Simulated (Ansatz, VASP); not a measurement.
# HgTe (Coloradoite): VASP beside Ansatz

```
Hg Te
1.0
     0.00000    3.38064    3.38064
     3.38064    0.00000    3.38064
     3.38064    3.38064    0.00000
Hg Te
1 1
Direct
  0.00000 0.00000 0.00000
  0.25000 0.25000 0.25000
```

Change from the starting cell: hydrostatic strain +2.8%.

Alike in both runs: task single point; functional r2SCAN; k mesh 6 × 6 × 6; occupations fermi-dirac, width 0.02 eV; no spin polarisation.

|  | VASP | Ansatz |
| --- | --- | --- |
| version | VASP 6.6.1 | Ansatz 0.2.0 |
| potentials or method | VASP PAW PBE potentials, release 64 (Hg, Te) | plane waves, PAW |
| plane-wave cutoff (eV) | 520 | 500 |
| valence electrons in the cell | 18 | 36 |

```csv
,VASP,Ansatz,Ansatz less VASP
pressure (GPa),-2.7,-2.7,-0.04
```

With one functional, cell and mesh, what is left measures potentials, basis and numerics. The two sets of potentials don't hold the same shells in valence.

Caveats: the PAW data sets were made with another functional, which shifts forces and pressure a little (VASP). The runs have no spin-orbit coupling, so splittings on Hg, Te are missing.
